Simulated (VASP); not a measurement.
Write the native input for VASP 6.6.1 that does the following.

| Property | Result |
| --- | --- |
| Task | core levels |
| Functional | r2SCAN |
| Potentials or basis | VASP PAW PBE potentials, release 64 (Sr_sv) |
| Cutoff | 520 eV |
| k mesh | 5 × 5 × 3 |
| Occupations | methfessel-paxton, width 0.1 eV |
| Spin | spin-orbit coupling, no magnetisation |
| Further INCAR settings | ALGO = Normal; EDIFF = 1e-06 |

The structure of Sr lies in POSCAR:

```
Sr
4.31
    1.000000000000      0.000000000000      0.000000000000
   -0.500000000000      0.866025403782      0.000000000000
    0.000000000000      0.000000000000      1.635730858469
Sr
2
Direct
    0.6666666667      0.3333333333      0.7500000000
    0.3333333333      0.6666666667      0.2500000000
```

This isn't the form of Sr at room conditions, which is fcc.

These files were run (other wordings do the same):

INCAR

```
SYSTEM = Sr
PREC = Accurate
ENCUT = 520
EDIFF = 1E-6
ISMEAR = 1
SIGMA = 0.1
LREAL = .False.
LASPH = .True.
NELM = 80
ALGO = Normal
ISIF = 2
LWAVE = .False.
LCHARG = .False.
MAGMOM = 0 0 0 0 0 0
LORBIT = 11
LSORBIT = .True.
GGA_COMPAT = .False.
METAGGA = R2SCAN
LMIXTAU = .True.
ICORELEVEL = 1
```

KPOINTS

```
regular mesh
0
Gamma
  5 5 3
  0 0 0
```

Potentials or basis: VASP PAW PBE potentials, release 64 (Sr_sv).

Launch:

```bash
$ cat potpaw_PBE.64/Sr_sv/POTCAR > POTCAR
$ mpirun -np 1 vasp_ncl > vasp.out
```

Results of the run:

* Pressure: 0.2 GPa
* Valence electrons inside the program's atomic spheres: Sr 8.00

Caveat: the PAW data sets were made with another functional, which shifts forces and pressure a little.

Wall time 5.1 min on 1 thread of Intel(R) Xeon(R) Platinum 8488C (Sapphire Rapids), on a shared host, peak memory 0.56 GiB.
